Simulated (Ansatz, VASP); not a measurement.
# AlN in VASP and in Ansatz

```
Al N
1.0
     0.00000    1.95127    1.95127
     1.95127    0.00000    1.95127
     1.95127    1.95127    0.00000
Al N
1 1
Direct
  0.00000 0.00000 0.00000
  0.50000 0.50000 0.50000
```

Change from the starting cell: volume scaled by 0.96.

Alike in both runs: task single point; functional PBE; k mesh 10 × 10 × 10; occupations fermi-dirac, width 0.02 eV; no spin polarisation.

|  | VASP | Ansatz |
| --- | --- | --- |
| version | VASP 6.6.1 | Ansatz 0.2.0 |
| potentials or method | VASP PAW PBE potentials, release 64 (Al, N), cutoff 520 eV | all-electron LAPW, scalar-relativistic |

|  | VASP | Ansatz | Ansatz less VASP |
| --- | --- | --- | --- |
| gap on the k mesh at the Fermi level (eV) | 5.10 | 5.10 | +0.003 |
| pressure (GPa) | 40.6 | 40.8 | +0.24 |

Ansatz ran all-electron here, so the differences hold the error of VASP's frozen core and of both bases.

Caveats: so large a pressure means that the cell lies far from this level's equilibrium, or that cutoff or potentials fall short (VASP). A k mesh can miss the band edges.
